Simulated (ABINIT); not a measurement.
Planning a run of ABINIT 10.8.3 on GaP (F-43m). The input:

```
acell 3*1.0 Angstrom
rprim 
  0.000000000000 2.725250000000 2.725250000000
  2.725250000000 0.000000000000 2.725250000000
  2.725250000000 2.725250000000 0.000000000000
ntypat 2
znucl 31 15
natom 2
typat 1 2
xred 
  0.000000000000 0.000000000000 0.000000000000
  0.250000000000 0.250000000000 0.250000000000
pp_dirpath "pseudos"
pseudos "Ga.upf, P.upf"
ecut 45
ngkpt 6 6 6
nshiftk 1
shiftk 0 0 0
kptopt 1
chksymbreak 0
istwfk *1
occopt 1
irdwfk 1
optdriver 99
bs_calctype 1
mbpt_sciss 0.614 eV
bs_loband 11
nband 16
bs_exchange_term 0
bs_coulomb_term 11
bs_coupling 0
bs_algorithm 1
bs_freq_mesh 0 6 0.05 eV
zcut 0.15 eV
ecuteps 4
ecutwfn 22.5
inclvkb 2
irdscr 1
indata_prefix "in"
outdata_prefix "out"
tmpdata_prefix "tmp"
```

```sh
OMP_NUM_THREADS=1 mpirun -n 4 abinit run.abi > log
```

How long will it take on 4 MPI ranks of Arm Neoverse V1, shared host, and how much memory?

It took 2.3 min; on shared hardware allow 68 s to 4.5 min. Peak host memory was 0.46 GiB.

The kernel grows as the square of the matrix size, and full diagonalisation as its cube.

[Paths, hosts, dates, memory and timing lines, banners, echoed tables and standing remarks are left out of the program output.]

[Logs are printed without paths, hosts, clocks, repeated set-up lines and the standing remarks that a program may print on its own settings, such as how far it seeks lower states.]

[Runs of the session that timed out or met a known fault of the program may be left out.]

[Hosts, paths, dates, database ids (printed as entryN), source tags and the programs' standing remarks are cut or masked in the printed files.]

[G0W0 gaps are taken among the corrected bands and points alone; a level outside them can change the order at an edge.]

[Where Ansatz stands beside ABINIT at settings called matched, ABINIT's density can come from a denser mesh and the files from another edition; pairs whose starting gaps differed by over 0.03 eV were left out, so agreement reads better than it is.]
